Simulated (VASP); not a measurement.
An input for VASP 6.6.1 (Te):

File INCAR:

```
SYSTEM = Te
ALGO = Normal ; EDIFF = 1E-5
ENCUT = 580 ; GGA = PE
ISMEAR = -5 ; LASPH = .True.
LCHARG = .False. ; LREAL = .False.
LWAVE = .True. ; NELECT = 5.9
NELM = 80 ; PREC = Accurate
SIGMA = 0.05
```

Contents of KPOINTS:

```
k-points
0
Gamma
  1 1 1
  0 0 0
```

Contents of POSCAR:

```
Te
3.0226
    0.731063048766      0.422079448025      0.536099328657
   -0.731063048766      0.422079448025      0.536099328657
    0.000000000000     -0.844158896017      0.536099328657
Te
1
Direct
    0.5000000000      0.5000000000      0.5000000000
```

Potentials or basis: VASP PAW PBE potentials, release 64 (Te).

Run with:

```console
$ cat potpaw_PBE.64/Te/POTCAR > POTCAR
$ mpirun -np 1 vasp_std > vasp.out
```

Task: What does the program do with it?

Result: The run stopped without a result. It printed:

OUTCAR:

```text
SYSTEM = Te
   EDIFF = 1E-5
   ENCUT = 580
   GGA = PE
   ISMEAR = -5
   LASPH = .True.
   LREAL = .False.
   NELECT = 5.9
   NELM = 80
   PREC = Accurate
[... 90 lines left out ...]
|     EEEEEEE  RRRRRR   RRRRRR   OOOOOOO  RRRRRR      ###     ###     ###     |
|     E        R     R  R     R  O     O  R     R     ###     ###     ###     |
|     E        R     R  R     R  O     O  R     R     ###     ###     ###     |
|     EEEEE    RRRRRR   RRRRRR   O     O  RRRRRR       #       #       #      |
|     E        R   R    R   R    O     O  R   R                               |
|     E        R    R   R    R   O     O  R    R      ###     ###     ###     |
|     EEEEEEE  R     R  R     R  OOOOOOO  R     R     ###     ###     ###     |
|                                                                             |
|     IBZKPT: tetrahedron method fails for NKPT<4. NKPT = 1                   |
|                                                                             |
|       ---->  I REFUSE TO CONTINUE WITH THIS SICK JOB ... BYE!!! <----       |
|                                                                             |
 -----------------------------------------------------------------------------
```

On the terminal:

```text
POSCAR found type information on POSCAR Te
 POSCAR found :  1 types and       1 ions
[... 17 lines left out ...]

1
```
